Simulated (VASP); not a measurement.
# Ta (Im-3m) in VASP: notebook

The runs below take Ta through single point, electron localisation function, with PBE0+TS-HI, PW91+D3(BJ).

Everything below comes from runs of VASP 6.6.1. Logs are shortened: lines on timing, memory, paths and dates and some standing lists are left out, and cuts for length are marked.

## (1) Starting point

Symmetry: Im-3m, No. 229, cubic system. Conventional cell: a = 3.303 Å, b = 3.303 Å, c = 3.303 Å, α = 90.00°, β = 90.00°, γ = 90.00°. Ta (site symmetry m-3m) is surrounded by 8 Ta at 2.86 Å.

## (2) Single point, PBE0+TS-HI

Input file run.py:

```python
from ase.calculators.vasp import Vasp
from ase.dft.bandgap import bandgap
from ase.io import read

atoms = read('Ta.xyz')
calc = Vasp(
    directory='calc',
    xc='pbe0',
    pp='PBE',
    setups='materialsproject',
    prec='Accurate',
    encut=520,
    ediff=1e-06,
    ismear=0,
    sigma=0.1,
    lreal=False,
    lasph=True,
    nelm=100,
    algo='Normal',
    isif=2,
    lwave=False,
    lcharg=False,
    precfock='Normal',
    hfrcut=-1,
    ivdw=21,
    maxmix=40,
    kpts=[6, 6, 6],
    gamma=True,
)
atoms.calc = calc

print('energy (eV):', atoms.get_potential_energy())
print('free energy (eV):', atoms.get_potential_energy(force_consistent=True))
print('forces (eV/A):')
print(atoms.get_forces())
print('stress (eV/A^3, Voigt):', atoms.get_stress())
print('Fermi level (eV):', calc.get_fermi_level())
gap, top, bottom = bandgap(calc)
print('band gap (eV):', gap, 'from (spin, k, band)', top, 'to', bottom)
```

Input file Ta.xyz:

```xyz
1
Lattice="-1.6512800000 1.6512800000 1.6512800000 1.6512800000 -1.6512800000 1.6512800000 1.6512800000 1.6512800000 -1.6512800000" Properties=species:S:1:pos:R:3 pbc="T T T"
Ta     0.0000000000      0.0000000000      0.0000000000
```

Potentials or basis: VASP PAW PBE potentials, release 64 (Ta_pv).

The run is started by

```bash
> python run.py
```

Output:

```text
energy (eV): -15.67626912
free energy (eV): -15.67788646
forces (eV/A):
[[0. 0. 0.]]
stress (eV/A^3, Voigt): [0.06781848 0.06781848 0.06781848 0.         0.         0.        ]
Fermi level (eV): 5.23683298
band gap (eV): 0.0 from (spin, k, band) (None, None, None) to (None, None, None)
```

OUTCAR:

```text
ENCUT = 520.000000
   EDIFF = 1.00e-06
   GGA = PE
   PREC = Accurate
   PRECFOCK = Normal
   ISIF = 2
   ISMEAR = 0
   NELM = 100
   IVDW = 21
   LASPH = .TRUE.
   LHFCALC = .TRUE.
   LREAL = .FALSE.
  IVDW =  21

 ion  position               nearest neighbor table
   1  0.000  0.000  0.000-

  LATTYP: Found a body centered cubic cell.
 ALAT       =     3.3025600000

  Lattice vectors:

 A1 = (  -1.6512800000,   1.6512800000,   1.6512800000)
 A2 = (   1.6512800000,  -1.6512800000,   1.6512800000)
 A3 = (   1.6512800000,   1.6512800000,  -1.6512800000)

Analysis of symmetry for initial positions (statically):
=====================================================================
 Subroutine PRICEL returns:
 Original cell was already a primitive cell.

 Routine SETGRP: Setting up the symmetry group for a
 body centered cubic supercell.

 Subroutine GETGRP returns: Found 48 space group operations
 (whereof 48 operations were pure point group operations)
 out of a pool of 48 trial point group operations.

The static configuration has the point symmetry O_h .

Analysis of symmetry for dynamics (positions and initial velocities):
=====================================================================
 Subroutine PRICEL returns:
 Original cell was already a primitive cell.

 Routine SETGRP: Setting up the symmetry group for a
 body centered cubic supercell.

 Subroutine GETGRP returns: Found 48 space group operations
 (whereof 48 operations were pure point group operations)
 out of a pool of 48 trial point group operations.

The dynamic configuration has the point symmetry O_h .

 Subroutine INISYM returns: Found 48 space group operations
[... 132 lines left out ...]

 number of electron      11.0000002 magnetization

 Free energy of the ion-electron system (eV)
  ---------------------------------------------------
  ext. energy  EPLUGINS =         0.00000000
  ---------------------------------------------------
  free energy    TOTEN  =       -14.54831445 eV

  energy without entropy =      -14.54507978  energy(sigma->0) =      -14.54669711

 E-fermi :   5.2368     XC(G=0):  -9.9208

 val. band max:        4.7731394983   @ k =   0.3333   0.0000   0.0000
 cond. band min:       5.3181749687   @ k =  -0.3333   0.5000   0.1667
 fundamental gap:      0.5450354705
 Fermi energy:         5.2368329839

 k-point     1 :       0.0000    0.0000    0.0000
  band No.  band energies     occupation
      1     -30.6355      2.00000
      2     -30.6355      2.00000
      3     -30.6355      2.00000
      4      -4.2308      2.00000
      5       6.9054      0.00000
      6       6.9054      0.00000
      7       6.9054      0.00000
      8      10.4773      0.00000
      9      10.4773      0.00000
[... 169 lines left out ...]
 k-point    16 :       0.5000    0.5000    0.5000
  band No.  band energies     occupation
      1     -31.5222      2.00000
      2     -31.5222      2.00000
      3     -31.5222      2.00000
      4       0.4768      2.00000
      5       0.4768      2.00000
      6      13.4010      0.00000
      7      13.4010      0.00000
      8      13.4010      0.00000
      9      15.0771      0.00000

------------------------ aborting loop because EDIFF is reached ----------------------------------------

  Hirshfeld charges:
            ion         q(e)
   ------------------------------
      1     Ta          0.000

  Tkatchenko/Scheffler method for vdW energy calculation

  Number of pair interactions contributing to vdW energy:   29122

  Edisp (eV):   -1.12957

  FORCE on cell =-STRESS in cart. coord.  units (eV):
  Direction    XX          YY          ZZ          XY          YZ          ZX
  --------------------------------------------------------------------------------------
  -------------------------------------------------------------------------------------
  Total      -1.22143    -1.22143    -1.22143    -0.00000     0.00000    -0.00000
  in kB    -108.65718  -108.65718  -108.65718    -0.00000     0.00000    -0.00000
  external pressure =     -108.66 kB  Pullay stress =        0.00 kB

 VOLUME and BASIS-vectors are now :
 -----------------------------------------------------------------------------
  energy-cutoff  :      520.00
  volume of cell :       18.01
      direct lattice vectors                 reciprocal lattice vectors
    -1.651280000  1.651280000  1.651280000     0.000000000  0.302795407  0.302795407
     1.651280000 -1.651280000  1.651280000     0.302795407  0.000000000  0.302795407
     1.651280000  1.651280000 -1.651280000     0.302795407  0.302795407  0.000000000

 POSITION                                       TOTAL-FORCE (eV/Angst)
 -----------------------------------------------------------------------------------
      0.00000      0.00000      0.00000         0.000000      0.000000      0.000000
 -----------------------------------------------------------------------------------
    total drift:                                0.000001     -0.000000     -0.000002

  FREE ENERGIE OF THE ION-ELECTRON SYSTEM (eV)
  ---------------------------------------------------
  free  energy   TOTEN  =       -15.6778864578 eV

  energy  without entropy=      -15.6746517816  energy(sigma->0) =      -15.67626912
```

INCAR:

```text
ENCUT = 520.000000
SIGMA = 0.100000
HFRCUT = -1.000000
EDIFF = 1.00e-06
ALGO = Normal
GGA = PE
PREC = Accurate
PRECFOCK = Normal
ISIF = 2
ISMEAR = 0
MAXMIX = 40
NELM = 100
IVDW = 21
LASPH = .TRUE.
LCHARG = .FALSE.
LHFCALC = .TRUE.
LWAVE = .FALSE.
LREAL = .FALSE.
```

Run time: 4.8 min. Hardware: 1 thread of AMD EPYC 9R45 (Zen 5), shared host; peak memory 0.12 GiB.

What came out:

```yaml
Free_energy: -15.6779 eV
Pressure: -10.9 GPa
Band_gap_on_the_k_mesh: none (metal or under the smearing width)
Dispersion_energy_per_atom: -1.130 eV
```

Caveat: the k mesh is coarse (spacing up to 0.45 Å⁻¹), so the values aren't converged, least of all with exact exchange; the PAW data sets were made with another functional, which shifts forces and pressure a little; pairwise dispersion overbinds metals, which lowers pressure and volume.

## (3) Electron localisation function, PW91+D3(BJ)

Input file INCAR:

```
  ALGO = Fast
  EDIFF = 1E-6
  ENCUT = 520
  GGA = 91
  ISIF = 2
  ISMEAR = 1
  ISYM = 1
  IVDW = 12
  LASPH = T
  LCHARG = T
  LELF = T
  LREAL = F
  LWAVE = F
  NBANDS = 23
  NELM = 60
  PREC = Accurate
  SIGMA = 0.2
  VDW_A1 = 0.6319
  VDW_A2 = 4.5718
  VDW_S6 = 1.0
  VDW_S8 = 1.9598
```

Input file Ta.cif:

```cif
data_Ta
_cell_length_a 3.30256000
_cell_length_b 3.30256000
_cell_length_c 3.30256000
_cell_angle_alpha 90.00000000
_cell_angle_beta 90.00000000
_cell_angle_gamma 90.00000000
_space_group_name_H-M_alt 'Im-3m'
_space_group_name_Hall '-I 4 2 3'
_space_group_IT_number 229
loop_
_space_group_symop_operation_xyz
'x,y,z'
'-x,-y,-z'
'-y,x,z'
'y,-x,-z'
'-x,-y,z'
'x,y,-z'
'y,-x,z'
'-y,x,-z'
'x,-y,-z'
'-x,y,z'
'-y,-x,-z'
'y,x,z'
'-x,y,-z'
'x,-y,z'
'y,x,-z'
'-y,-x,z'
'z,x,y'
'-z,-x,-y'
'z,-y,x'
'-z,y,-x'
'z,-x,-y'
'-z,x,y'
'z,y,-x'
'-z,-y,x'
'-z,x,-y'
'z,-x,y'
'-z,-y,-x'
'z,y,x'
'-z,-x,y'
'z,x,-y'
'-z,y,x'
'z,-y,-x'
'y,z,x'
'-y,-z,-x'
'x,z,-y'
'-x,-z,y'
'-y,z,-x'
'y,-z,x'
'-x,z,y'
'x,-z,-y'
'-y,-z,x'
'y,z,-x'
'-x,-z,-y'
'x,z,y'
'y,-z,-x'
'-y,z,x'
'x,-z,y'
'-x,z,-y'
'x+1/2,y+1/2,z+1/2'
'-x+1/2,-y+1/2,-z+1/2'
'-y+1/2,x+1/2,z+1/2'
'y+1/2,-x+1/2,-z+1/2'
'-x+1/2,-y+1/2,z+1/2'
'x+1/2,y+1/2,-z+1/2'
'y+1/2,-x+1/2,z+1/2'
'-y+1/2,x+1/2,-z+1/2'
'x+1/2,-y+1/2,-z+1/2'
'-x+1/2,y+1/2,z+1/2'
'-y+1/2,-x+1/2,-z+1/2'
'y+1/2,x+1/2,z+1/2'
'-x+1/2,y+1/2,-z+1/2'
'x+1/2,-y+1/2,z+1/2'
'y+1/2,x+1/2,-z+1/2'
'-y+1/2,-x+1/2,z+1/2'
'z+1/2,x+1/2,y+1/2'
'-z+1/2,-x+1/2,-y+1/2'
'z+1/2,-y+1/2,x+1/2'
'-z+1/2,y+1/2,-x+1/2'
'z+1/2,-x+1/2,-y+1/2'
'-z+1/2,x+1/2,y+1/2'
'z+1/2,y+1/2,-x+1/2'
'-z+1/2,-y+1/2,x+1/2'
'-z+1/2,x+1/2,-y+1/2'
'z+1/2,-x+1/2,y+1/2'
'-z+1/2,-y+1/2,-x+1/2'
'z+1/2,y+1/2,x+1/2'
'-z+1/2,-x+1/2,y+1/2'
'z+1/2,x+1/2,-y+1/2'
'-z+1/2,y+1/2,x+1/2'
'z+1/2,-y+1/2,-x+1/2'
'y+1/2,z+1/2,x+1/2'
'-y+1/2,-z+1/2,-x+1/2'
'x+1/2,z+1/2,-y+1/2'
'-x+1/2,-z+1/2,y+1/2'
'-y+1/2,z+1/2,-x+1/2'
'y+1/2,-z+1/2,x+1/2'
'-x+1/2,z+1/2,y+1/2'
'x+1/2,-z+1/2,-y+1/2'
'-y+1/2,-z+1/2,x+1/2'
'y+1/2,z+1/2,-x+1/2'
'-x+1/2,-z+1/2,-y+1/2'
'x+1/2,z+1/2,y+1/2'
'y+1/2,-z+1/2,-x+1/2'
'-y+1/2,z+1/2,x+1/2'
'x+1/2,-z+1/2,y+1/2'
'-x+1/2,z+1/2,-y+1/2'
loop_
_atom_site_label
_atom_site_type_symbol
_atom_site_symmetry_multiplicity
_atom_site_Wyckoff_symbol
_atom_site_fract_x
_atom_site_fract_y
_atom_site_fract_z
_atom_site_occupancy
Ta1 Ta 2 a 0.0000000000 0.0000000000 0.0000000000 1
```

Input file KPOINTS:

```
k-points
0
Gamma
  8 8 8
```

Input file POSCAR:

```
Ta
 1.0000000000000000
     3.3025600000000002    0.0000000000000000    0.0000000000000000
     0.0000000000000000    3.3025600000000002    0.0000000000000000
     0.0000000000000000    0.0000000000000000    3.3025600000000002
 Ta 
   2
Cartesian
  0.0000000000000000  0.0000000000000000  0.0000000000000000
  1.6512800000000001  1.6512800000000001  1.6512800000000001
```

Potentials or basis: VASP PAW PBE potentials, release 64 (Ta_pv).

The run is started by

```bash
> ase convert -i cif -o vasp Ta.cif POSCAR
> cat potpaw_PBE.64/Ta_pv/POTCAR > POTCAR
> mpirun -np 1 vasp_std > vasp.out
```

Wall time 19 s (1 thread of AMD EPYC 9R45 (Zen 5), shared host); peak memory 0.14 GiB.

It converged, with:

| Property | Result |
| --- | --- |
| Free energy | -24.2693 eV |
| Pressure | 0.0 GPa |
| Band gap on the k mesh | none (metal or under the smearing width) |
| Dispersion energy per atom | -0.407 eV |

Levels at points of the mesh, in eV from the Fermi level:
```tsv
k point	band 6	band 7	band 8	band 9	band 10	band 11	band 12	band 13	band 14	band 15
(0.00, 0.00, 0.00)	-32.89	-7.84	-3.80	-3.80	0.72	0.72	0.72	4.00	4.00	6.83
(0.50, 0.00, 0.00)	-33.30	-3.63	-3.63	-0.93	-0.93	1.26	1.26	1.26	1.26	3.19
(0.50, 0.50, 0.00)	-32.90	-4.35	-4.35	-1.55	-1.55	1.70	1.70	3.88	3.88	4.90
(0.50, 0.50, 0.50)	-33.50	-1.20	-1.20	-1.20	-1.20	-1.20	-1.20	5.07	5.07	5.07
```

Caveat: the PAW data sets were made with another functional, which shifts forces and pressure a little; pairwise dispersion overbinds metals, which lowers pressure and volume. The run has no spin-orbit coupling, so splittings on Ta are missing.

## (4) The reference run

An earlier run on the cell as given: functional PBE; potentials or basis VASP PAW PBE potentials, release 64 (Ta_pv); cutoff 520 eV; k mesh 11 × 11 × 11; occupations fermi-dirac, width 0.05 eV; no spin polarisation.

* Pressure: 2.7 GPa
* Band gap on the k mesh: none (metal or under the smearing width)

## (5) Summary

| task | level | k mesh | smearing | grid for exact exchange (PRECFOCK) | exchange at q = 0 | other keys | mesh quality | gap on the mesh (eV) | pressure (GPa) |
| --- | --- | --- | --- | --- | --- | --- | --- | --- | --- |
| single point | PBE0+TS-HI | 6 × 6 × 6 | gaussian 0.1 eV | Normal | truncated | ISMEAR = 0; SIGMA = 0.1; MAXMIX = 40 | coarse | none | -10.9 |
| electron localisation function | PW91+D3(BJ) | 8 × 8 × 8 | methfessel-paxton 0.2 eV | - | - | ISYM = 1; NBANDS = 23 | not flagged | none | 0.0 |
| single point | PBE | 11 × 11 × 11 | fermi-dirac 0.05 eV | - | - | - | not flagged | none | 2.7 |

Alike in all rows: potentials or basis VASP PAW PBE potentials, release 64 (Ta_pv); no spin polarisation; cell as given; cutoff (eV) 520.

Caveats: some runs use coarse meshes; the PAW data sets were made with another functional, which shifts forces and pressure a little (some runs); pairwise dispersion overbinds metals, which lowers pressure and volume (some runs).

Absolute energies hang on the potentials; compare differences alone.
